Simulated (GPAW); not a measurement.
Crystal: CdS (Hawleyite).

```
Cd S
1.0
     0.00000    2.91650    2.91650
     2.91650    0.00000    2.91650
     2.91650    2.91650    0.00000
Cd S
1 1
Direct
  0.00000 0.00000 0.00000
  0.75000 0.75000 0.75000
```

Base run:

* Program: GPAW 26.7.0
* Functional: LDA
* Potentials or basis: the program's PAW data sets (release 1.2.1) made for this functional
* Cutoff: 500 eV
* Basis: pw
* k mesh: 6 × 6 × 6
* Occupations: fermi-dirac, width 0.05 eV
* Spin: no spin polarisation

Its results: band gap on the k mesh 0.85 eV, direct; pressure -3.0 GPa.

Question: The run is repeated on the same cell with these changes: functional from LDA to PBE; potentials or basis from the program's PAW data sets (release 1.2.1) made for this functional to GPAW PAW data sets (gpaw-data 1.2.1); cutoff from 500 eV to 450 eV. What comes out?

Answer: Band gap on the k mesh 1.13 eV, direct; pressure 1.8 GPa.

Caveats: the cutoff is short for stress and forces, so pressures can be off by a GPa or more.

